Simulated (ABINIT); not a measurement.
A run of ABINIT 10.8.3 (patched build) is set up as follows.

File run.abi:

```
# Datasets
ndtset 3

# Pseudopotentials
pp_dirpath "./"
pseudos "Au.upf"

# Structure
acell 2.8779245994 2.8779245994 2.8779245994 Angstrom
rprim
     0.0000000000     0.7071067812     0.7071067812
     0.7071067812     0.0000000000     0.7071067812
     0.7071067812     0.7071067812     0.0000000000
ntypat 1
znucl 79
natom 1
typat 1
xred
            0.0            0.0            0.0

# Plane-wave basis
ecut 35.0

# k points
ngkpt 12 12 12
nshiftk 4
shiftk
     0.5000000000     0.5000000000     0.5000000000
     0.5000000000     0.0000000000     0.0000000000
     0.0000000000     0.5000000000     0.0000000000
     0.0000000000     0.0000000000     0.5000000000
istwfk *1

# Exchange and correlation
ixc 11

# Bands and occupations
occopt 3
tsmear 0.136 eV

# SCF cycle
nstep 80

# Output
iomode 3
prteig 0
prtebands 0

# Dataset 1: ground state
nband1 14
tolvrs1 1.0e-12
prtden1 1
prtwf1 0
kptopt1 1

# Dataset 2: empty bands at fixed density
iscf2 -3
getden2 1
nband2 22
nbdbuf2 4
tolwfr2 1.0e-12
nstep2 120
prtden2 0
kptopt2 1

# Dataset 3: wave functions and velocity matrix elements in the full zone
optdriver3 8
wfk_task3 "wfk_optics_fullbz"
getwfk3 2
nband3 18
kptopt3 1
prtevk3 1
inclvkb3 2
```

File optic.abi:

```
&FILES
 ddkfile_1 = 'runo_DS3_1_EVK.nc',
 ddkfile_2 = 'runo_DS3_2_EVK.nc',
 ddkfile_3 = 'runo_DS3_3_EVK.nc',
 wfkfile = 'runo_DS3_WFK.nc'
/
&PARAMETERS
 broadening = 0.005512,
 domega = 0.002,
 maxomega = 0.8,
 scissor = 0.000000,
 tolerance = 0.002
/
&COMPUTATIONS
 num_lin_comp = 1,
 lin_comp = 11,
 num_nonlin_comp = 0
/
```

Potentials or basis: PseudoDojo NC SR PBE v0.4.1 standard.

Launch:

```bash
$ abinit run.abi > log 2>&1
$ optic optic.abi > optic.log 2>&1
```

(1) Predict the pressure.

Answers

(1) 10.1 GPa.
